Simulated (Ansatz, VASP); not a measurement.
**PbSe: VASP beside Ansatz**

File INCAR:

```
SYSTEM = PbSe
  ALGO = Normal
  EDIFF = 1E-6
  EDIFFG = -0.01
  ENCUT = 600
  GGA = PE
  IBRION = 2
  ISIF = 3
  ISMEAR = 0
  LASPH = .True.
  LCHARG = .False.
  LREAL = .False.
  LWAVE = .False.
  NELM = 100
  NSW = 100
  PREC = Accurate
  SIGMA = 0.02
```

File KPOINTS:

```
k-points
0
Gamma
  8 8 8
  0 0 0
```

File POSCAR:

```
PbSe
1.0
    0.0000000000      3.5333836500      3.5333836500
    3.5333836500      0.0000000000      3.5333836500
    3.5333836500      3.5333836500      0.0000000000
Pb Se
1 1
Direct
    0.0000000000      0.0000000000      0.0000000000
    0.7500000000      0.7500000000      0.7500000000
```

Input for Ansatz:

```yaml
crystal:
  lattice:
    - [0.0, 3.53338365, 3.53338365]
    - [3.53338365, 0.0, 3.53338365]
    - [3.53338365, 3.53338365, 0.0]
  atoms:
    - { symbol: Pb, position: [0.0, 0.0, 0.0] }
    - { symbol: Se, position: [0.75, 0.75, 0.75] }
basis:
  ecutwfc: 420
kpoints:
  mp_grid: { grid: [8, 8, 8] }
hamiltonian:
  xc: pbe
scf:
  occupations: { method: gaussian, width: 0.02 }
output:
  forces: true
  stress: true
  eigenvalues: true
relax:
  adjacent_minimum: "off"
  f_tol: 0.01
  max_steps: 80
  cell: { stress_tol: 0.05 }
```

Change from the starting cell: ordered vacancies on the anion sites of fluorite (F-43m, No. 216).

Alike in both runs: task relaxation of cell and atoms; functional PBE; k mesh 8 × 8 × 8; occupations gaussian, width 0.02 eV; no spin polarisation.

|  | VASP | Ansatz |
| --- | --- | --- |
| version | VASP 6.6.1 | Ansatz 0.2.0 |
| potentials or method | VASP PAW PBE potentials, release 64 (Pb_d, Se) | scalar-relativistic, plane waves, PAW |
| plane-wave cutoff (eV) | 600 | 420 |
| valence electrons in the cell | 20 | 30 |

```csv
,VASP,Ansatz,Ansatz less VASP
"gap on the k mesh at the Fermi level, each at its own relaxed structure (eV)",0.67,0.67,-0.001
relaxed volume (Å³/atom),41.07,41.08,+0.004
relaxed cell length with the largest relative difference (Å),4.879,4.880,+0.0002
energy change over the relaxation (meV/atom),-19,-19,-0.2
```

The two sets of potentials don't hold the same shells in valence.

Caveats: spin-orbit coupling is left out, which as a rule narrows the gap of such compounds by several tenths of an eV. A k mesh can miss the band edges.
